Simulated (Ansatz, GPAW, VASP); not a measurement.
Ag: 4 runs at one level of theory

```xyz
1
Lattice="0.0000 2.0427 2.0427 2.0427 0.0000 2.0427 2.0427 2.0427 0.0000" Properties=species:S:1:pos:R:3 pbc="T T T"
Ag    0.0000    0.0000    0.0000
```

Alike in all runs: task single point; functional LDA; k mesh 11 × 11 × 11; occupations gaussian, width 0.02 eV; no spin polarisation; no spin-orbit coupling. LDA stands for any of its common fits. Pressure is positive in compression and, in plane waves, holds the error of the finite cutoff, which Ansatz's Pulay term estimates and takes out.

| program and potentials | plane-wave cutoff (eV) | notes | pressure (GPa) |
| --- | --- | --- | --- |
| Ansatz, Ansatz PAW | 420 | potentials made for PBE, which Ansatz adapts in part; 19 valence electrons an atom on average; Pulay term of +0.02 GPa included | -7.74 |
| GPAW, the program's PAW data sets (release 1.2.1) made for this functional | 600 | 17 valence electrons an atom on average | -7.70 |
| VASP, LDA PAW files Ag_GW, 550 eV | 550 | 11 valence electrons an atom on average | -7.77 |
| Ansatz, all-electron LAPW, scalar-relativistic | - | - | -7.74 |

The pressure spans -7.77 (VASP, LDA PAW files Ag_GW, 550 eV) to -7.70 GPa (GPAW, the program's PAW data sets (release 1.2.1) made for this functional), with all-electron results at -7.74.

The functional is the same throughout but for its coding, so the spread measures potentials, basis and numerics; runs on potential files found faulty are left out.
